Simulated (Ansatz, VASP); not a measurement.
## Be2C: VASP beside Ansatz

```xyz
3
Lattice="0.0000 2.1642 2.1642 2.1642 0.0000 2.1642 2.1642 2.1642 0.0000" Properties=species:S:1:pos:R:3 pbc="T T T"
Be    3.2463    3.2463    3.2463
Be    1.0821    1.0821    1.0821
C     0.0000    0.0000    0.0000
```

Alike in both runs: functional PBE; k mesh 12 × 12 × 12; occupations gaussian, width 0.02 eV; no spin polarisation.

Ansatz relaxed the structure, and its values are those at the end. VASP's run is a single point on that final structure, the one shown.

```csv
,VASP,Ansatz
version,VASP 6.6.1,Ansatz 0.2.0
potentials or method,"VASP PAW PBE potentials, release 64 (Be, C)","scalar-relativistic, plane waves, PAW"
plane-wave cutoff (eV),520,420
valence electrons in the cell,8,8
```

|  | VASP | Ansatz | Ansatz less VASP |
| --- | --- | --- | --- |
| gap on the k mesh at the Fermi level (eV) | 1.16 | 1.17 | +0.013 |
| least direct gap on the mesh (eV) | 4.13 | 4.14 | +0.009 |
| pressure (GPa) | 0.4 | 0.0 | -0.39 |

A k mesh can miss the band edges.
